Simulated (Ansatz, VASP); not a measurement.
## Pd: VASP beside Ansatz

```
Pd
1.0
     0.00000    1.95939    1.95939
     1.95939    0.00000    1.95939
     1.95939    1.95939    0.00000
Pd
1
Direct
  0.00000 0.00000 0.00000
```

Alike in both runs: task single point; functional RPBE; dispersion D4; k mesh 12 × 12 × 12; occupations fermi-dirac, width 0.05 eV; no spin polarisation.

|  | VASP | Ansatz |
| --- | --- | --- |
| version | VASP 6.6.1 | Ansatz 0.2.0 |
| potentials or method | VASP PAW PBE potentials, release 64 (Pd) | Ansatz PAW |
| plane-wave cutoff (eV) | 520 | 420 |
| valence electrons in the cell | 10 | 18 |

VASP gave:

```
gap on the k mesh at the Fermi level (eV) : none
pressure (GPa)                            : -1.9
dispersion energy (meV/atom)              : -939.1
```

Q: Estimate Ansatz's values.

A: gap on the k mesh at the Fermi level (eV): none; pressure (GPa): -1.7; dispersion energy (meV/atom): -939.2.

A gap of «none» marks a metal or a gap that the smearing closes. The two sets of potentials don't hold the same shells in valence.

Caveats: pairwise dispersion overbinds metals, which lowers pressure and volume; the PAW data sets were made with another functional, which shifts forces and pressure a little (VASP); the PAW data sets come from PBE, with cores solved anew for the run's functional, which leaves a small shift of forces and pressure (Ansatz).
